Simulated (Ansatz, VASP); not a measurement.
# Cd2S in VASP and in Ansatz

File INCAR:

```
SYSTEM = Cd2S
PREC     = Accurate       ! precision mode
ENCUT    = 520            ! plane-wave cutoff, eV
EDIFF    = 1E-6           ! SCF threshold, eV
ISMEAR   = -1             ! smearing method
SIGMA    = 0.05           ! smearing width, eV
LREAL    = .False.        ! projectors in reciprocal space
LASPH    = .True.         ! aspherical terms in the spheres
NELM     = 100            ! most SCF steps
ALGO     = Normal         ! electronic algorithm
ISIF     = 2              ! what is computed and relaxed
LWAVE    = .False.        ! write WAVECAR
LCHARG   = .False.        ! write CHGCAR
NBANDS   = 22             ! bands
```

KPOINTS

```
Automatic mesh
0
Gamma
  8 8 5
  0 0 0
```

File POSCAR:

```
Cd2S
1.0
    4.0148164244      0.0000000000      0.0000000000
   -2.0074082122      3.4769330151      0.0000000000
    0.0000000000      0.0000000000      5.8856375034
Cd S
2 1
Direct
    0.3333333333      0.6666666667      0.9327170000
    0.6666666667      0.3333333333      0.5787350000
    0.3333333333      0.6666666667      0.3657050000
```

input.yaml

```yaml
crystal:
  lattice:
    - [4.0148164244, 0.0, 0.0]
    - [-2.0074082122, 3.4769330151, 0.0]
    - [0.0, 0.0, 5.8856375034]
  atoms:
    - { symbol: Cd, position: [0.3333333333, 0.6666666667, 0.932717] }
    - { symbol: Cd, position: [0.6666666667, 0.3333333333, 0.578735] }
    - { symbol: S, position: [0.3333333333, 0.6666666667, 0.365705] }
kpoints:
  mp_grid: { grid: [8, 8, 5] }
scf:
  occupations: { method: fermi_dirac, width: 0.05 }
hamiltonian:
  xc: lda
  pseudopotentials: { kind: all_electron, lapw: { basis_error: 0.002 } }
output:
  forces: true
  stress: true
  eigenvalues: true
```

Change from the starting cell: volume scaled by 1.04.

Alike in both runs: task single point; functional LDA; k mesh 8 × 8 × 5; occupations fermi-dirac, width 0.05 eV; no spin polarisation.

```csv
,VASP,Ansatz
version,VASP 6.6.1,Ansatz 0.2.0
potentials or method,"VASP PAW LDA potentials, release 64 (Cd, S)","all-electron LAPW, scalar-relativistic"
plane-wave cutoff (eV),520,see its input
```

```tsv
	VASP	Ansatz	Ansatz less VASP
gap on the k mesh at the Fermi level (eV)	0.27	0.28	+0.010
least direct gap on the mesh (eV)	0.57	0.57	+0.006
pressure (GPa)	-5.8	-6.0	-0.25
largest component of the traceless stress (GPa)	1.42	1.51	+0.093
rms of the force components (eV/Å)	0.121	0.128	+0.0065
```

Atom by atom the forces differ by 0.008 eV/Å (rms over components). Ansatz ran all-electron here, so the differences hold the error of VASP's frozen core and of both bases.

Caveats: an odd mesh through Γ misses points on the zone boundary, where band edges often lie.
